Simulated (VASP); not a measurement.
**ZnSe in VASP 6.6.1, single-point calculation**

INCAR

```
EDIFF = 1E-7
NSW = 0
NBANDS = 16
IBRION = -1
ISMEAR = -4
LWAVE = .FALSE.
LCHARG = .FALSE.
NELM = 120
ISIF = 2
LASPH = .TRUE.
LREAL = .FALSE.
GGA = PE
SIGMA = 0.2
ENCUT = 520
PREC = Accurate
```

KPOINTS

```
KPOINTS created by Atomic Simulation Environment
0
Gamma
8 8 8
0 0 0
```

POSCAR

```
Zn Se
 1.0000000000000000
     0.0000000000000000    2.8324206844000002    2.8890690980999998
     2.8324206844000002    0.0000000000000000    2.8890690980999998
     2.8324206844000002    2.8324206844000002    0.0000000000000000
 Zn  Se
   1   1
Cartesian
  0.0000000000000000  0.0000000000000000  0.0000000000000000
  1.4162103422000001  1.4162103422000001  1.4445345490500001
```

The recommended PBE PAW datasets give the neutral cell 18 valence electrons.

Command

```
mpirun -np 1 vasp_std
```

OSZICAR

```
N       E                     dE             d eps       ncg     rms          rms(c)
DAV:   1     0.885148647887E+02    0.88515E+02   -0.87988E+03  1888   0.127E+03
DAV:   2    -0.794908456756E+00   -0.89310E+02   -0.84487E+02  2152   0.255E+02
DAV:   3    -0.627404252904E+01   -0.54791E+01   -0.54597E+01  2288   0.617E+01
DAV:   4    -0.631687664916E+01   -0.42834E-01   -0.42830E-01  2368   0.576E+00
DAV:   5    -0.631708170350E+01   -0.20505E-03   -0.20505E-03  2336   0.363E-01    0.459E+00
DAV:   6    -0.604645147883E+01    0.27063E+00   -0.53344E-01  2792   0.235E+01    0.352E+00
DAV:   7    -0.602780507318E+01    0.18646E-01   -0.15087E-01  2184   0.344E+00    0.150E+00
DAV:   8    -0.602762323443E+01    0.18184E-03   -0.42974E-03  2544   0.640E-01    0.442E-01
DAV:   9    -0.602786993809E+01   -0.24670E-03   -0.10705E-03  2208   0.247E-01    0.668E-02
DAV:  10    -0.602797365650E+01   -0.10372E-03   -0.17020E-04  2464   0.984E-02    0.191E-02
DAV:  11    -0.602797166067E+01    0.19958E-05   -0.31675E-05  2192   0.475E-02    0.477E-03
DAV:  12    -0.602797285520E+01   -0.11945E-05   -0.42689E-06  2512   0.127E-02    0.297E-03
DAV:  13    -0.602797296763E+01   -0.11243E-06   -0.54267E-07  2272   0.551E-03    0.757E-04
DAV:  14    -0.602797299893E+01   -0.31297E-07   -0.40923E-08  2048   0.261E-03
   1 F= -.60279730E+01 E0= -.60279730E+01  d E =0.000000E+00
```

Standard output (part)

```
POSCAR found type information on POSCAR ZnSe
 POSCAR found :  2 types and       2 ions
 LDA part: xc-table for (Slater+PW92), standard interpolation
 POSCAR, INCAR and KPOINTS ok, starting setup
 WAVECAR not read
 entering main loop
```

From OUTCAR

```
k-points           NKPTS =     59   k-points in BZ     NKDIM =     59   number of bands    NBANDS=     16

   NELECT =      18.0000    total number of electrons

   dimension x,y,z NGX =    30 NGY =   30 NGZ =   30
   dimension x,y,z NGXF=    60 NGYF=   60 NGZF=   60

  energy-cutoff  :      520.00
  volume of cell :       46.36
      direct lattice vectors                 reciprocal lattice vectors
     0.000000000  2.832420684  2.889069098    -0.176527450  0.176527450  0.173066127
     2.832420684  0.000000000  2.889069098     0.176527450 -0.176527450  0.173066127
     2.832420684  2.832420684  0.000000000     0.176527450  0.176527450 -0.173066127

 k-points in reciprocal lattice and weights: KPOINTS created by Atomic Simulation Env
   0.00000000  0.00000000  0.00000000       0.002
   0.12500000  0.00000000  0.00000000       0.016
   0.25000000  0.00000000  0.00000000       0.016
   0.37500000  0.00000000  0.00000000       0.016
   0.50000000  0.00000000  0.00000000       0.008
   0.12500000  0.12500000  0.00000000       0.004
   0.25000000  0.12500000  0.00000000       0.016
   0.37500000  0.12500000  0.00000000       0.016
   ...

 E-fermi :   1.5267

 k-point     1 :       0.0000    0.0000    0.0000
  band No.  band energies     occupation
      1     -11.6848      2.00000
      2      -5.0289      2.00000
      3      -5.0199      2.00000
      4      -5.0199      2.00000
      5      -4.6715      2.00000
      6      -4.6686      2.00000
      7       1.4076      2.00000
      8       1.4819      2.00000
      9       1.4819      2.00000
     10       2.6724      0.00000
     11       7.2630      0.00000
     12       7.2630      0.00000
     13       7.2717      0.00000
     14      11.3137      0.00000
     15      12.6940      0.00000
     16      13.0564      0.00000

 k-point     2 :       0.1250    0.0000    0.0000
  band No.  band energies     occupation
      1     -11.5877      2.00000
      2      -5.0176      2.00000
      3      -5.0084      2.00000
      4      -5.0045      2.00000
      5      -4.6723      2.00000
      6      -4.6704      2.00000
      7       0.1499      2.00000
      8       1.2804      2.00000
      9       1.3409      2.00000
     10       3.6642      0.00000
     11       7.1886      0.00000
     12       7.5161      0.00000
     13       7.5171      0.00000
     14      11.9572      0.00000
     15      12.1972      0.00000
     16      12.2402      0.00000

 k-point     3 :       0.2500    0.0000    0.0000
  band No.  band energies     occupation
      1     -11.3359      2.00000
      2      -4.9794      2.00000
      3      -4.9704      2.00000
      4      -4.9572      2.00000
      5      -4.6702      2.00000
      6      -4.6694      2.00000
      7      -1.5431      2.00000
      8       0.9534      2.00000
      9       1.0385      2.00000
     10       4.1551      0.00000
     11       7.8092      0.00000
     12       7.9192      0.00000
     13       8.0157      0.00000
     14      11.7967      0.00000
     15      11.9254      0.00000
     16      12.1857      0.00000

 ...

  Total        0.3995112      0.3995112      0.1968775      0.0000000      0.0000000      0.0000000
  in kB       13.8081684     13.8081684      6.8046098      0.0000000      0.0000000      0.0000000
  external PRESSURE =      11.4736489 kB  Pullay stress =       0.0000000 kB

 POSITION                                       TOTAL-FORCE (eV/Angst)
 -----------------------------------------------------------------------------------
      0.00000      0.00000      0.00000        -0.000000     -0.000000      0.000000
      1.41621      1.41621      1.44453         0.000000      0.000000     -0.000000
 -----------------------------------------------------------------------------------
    total drift:                               -0.000001     -0.000001     -0.000002

  FREE ENERGIE OF THE ION-ELECTRON SYSTEM (eV)
  ---------------------------------------------------
  free  energy   TOTEN  =        -6.0279729989 eV

  energy  without entropy=       -6.0279729989  energy(sigma->0) =       -6.02797300
```

It converged. Results: gap between bands v and c on the k mesh 1.19 eV; least direct gap on the k mesh 1.19 eV; pressure 1.1 GPa. Band v is the last that the valence electrons fill when counted band by band, and c is the next.

For comparison, a separate PBE run of the intended cell, on usual settings and not on those above, gives a gap of 1.19 eV on its mesh and a pressure of 1.1 GPa.

The run above took about 43 s on one core of a shared host (Intel Xeon Platinum 8488C) and held 0.2 GiB at most.
